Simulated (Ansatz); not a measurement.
The system is RbBr.

```
Rb Br
1.0
     4.12608    0.00000    0.00000
     0.00000    4.12608    0.00000
     0.00000    0.00000    4.12608
Rb Br
1 1
Direct
  0.00000 0.00000 0.00000
  0.50000 0.50000 0.50000
```

The cell comes from a database or a generator and needn't be the stable form of this composition.

Base run:

| Quantity | Value |
| --- | --- |
| Program | Ansatz 0.2.0 |
| Functional | HSE06 form with a typed share of exact exchange |
| Potentials or basis | Ansatz PAW |
| Cutoff | 420 eV (not typed: the program's choice for these potentials) |
| k mesh | 4 × 4 × 4 |
| Occupations | fermi-dirac, width 0.05 eV |
| Spin | no spin polarisation |

Its results: band gap on the k mesh 6.54 eV, indirect (least direct gap 6.71 eV); pressure 0.1 GPa.

Q: The run is repeated on the same cell with these changes: share of exact exchange from 0.5 to 0.15. What comes out?

A: Band gap on the k mesh 4.80 eV, indirect (least direct gap 4.96 eV); pressure 0.6 GPa.

Caveats: the PAW data sets come from PBE, with cores solved anew for the run's functional, which leaves a small shift of forces and pressure; the thresholds are loose for stress.

A k mesh can miss the band edges.
